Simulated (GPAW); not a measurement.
HgTe (Coloradoite):

```
Hg Te
1.0
     0.00000    3.21450    3.21450
     3.21450    0.00000    3.21450
     3.21450    3.21450    0.00000
Hg Te
1 1
Direct
  0.00000 0.00000 0.00000
  0.25000 0.25000 0.25000
```

Base run:

| Quantity | Value |
| --- | --- |
| Program | GPAW 26.7.0 |
| Functional | PBE |
| Potentials or basis | GPAW PAW data sets (gpaw-data 1.2.1), other valence |
| Cutoff | 600 eV |
| Basis | pw |
| k mesh | 6 × 6 × 6 |
| Occupations | fermi-dirac, width 0.05 eV |
| Spin | no spin polarisation |

Its results: pressure 3.8 GPa.

Question: The run is repeated on the same cell with these changes: potentials or basis from GPAW PAW data sets (gpaw-data 1.2.1), other valence to JTH PAW 2.0, PBE; data set from Te 16 to Hg jth, Te jth; valence electrons from 34 to 18. What comes out?

Answer: Pressure 4.9 GPa.

Caveats: the program truncates these outside data sets (some runs).
